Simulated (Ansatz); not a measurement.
SiO2 under pressure: fit and missing row

SiO2, Fddd, a = 4.714 Å, b = 9.434 Å, c = 14.731 Å. This isn't the usual stable structure of the compound. Ansatz: r2SCAN, PAW, 500 eV, Γ-centred 6×6×6 mesh on 12 atoms, Gaussian smearing 0.02 eV; no spin polarisation. Cell and atoms are relaxed at each pressure, and no other structure is tried, so the rows at high pressure may lie past a change of phase.

```
V (Å³/atom) P (GPa)
     11.304    29.98
     12.313    15.01
     12.881     8.00
          ?     3.00
     13.649     0.00
     13.980    -3.00
```

Question: Take V0 = 13.649 Å³/atom, fit the third-order Birch–Murnaghan form to the other rows, and predict the missing volume.

Answer: With the Eulerian strain f = ½[(V0/V)^(2/3) − 1] and y = P/[3f(1 + 2f)^(5/2)], the form is the line y = B0 + 1.5 B0 (B0′ − 4) f. Rows (f, y): 0.06696, 109.0; 0.03554, 118.6; 0.01968, 123.0; -0.00792, 131.4. Means f = 0.02857, y = 120.50; Σ(Δf)² = 0.002933, ΣΔfΔy = -0.8747; the slope is their ratio. y = 129.0 − 298.2 f GPa, so B0 = 129.0 GPa and B0′ = 4 + 2 × (-298.2)/(3 × 129.0) = 2.46. P = 3.00 GPa is met at f = 0.00760 (y = 126.73), so V = V0 (1 + 2f)^(−3/2) = 13.344 Å³/atom. The run gave 13.344 Å³/atom, the same to the digits shown.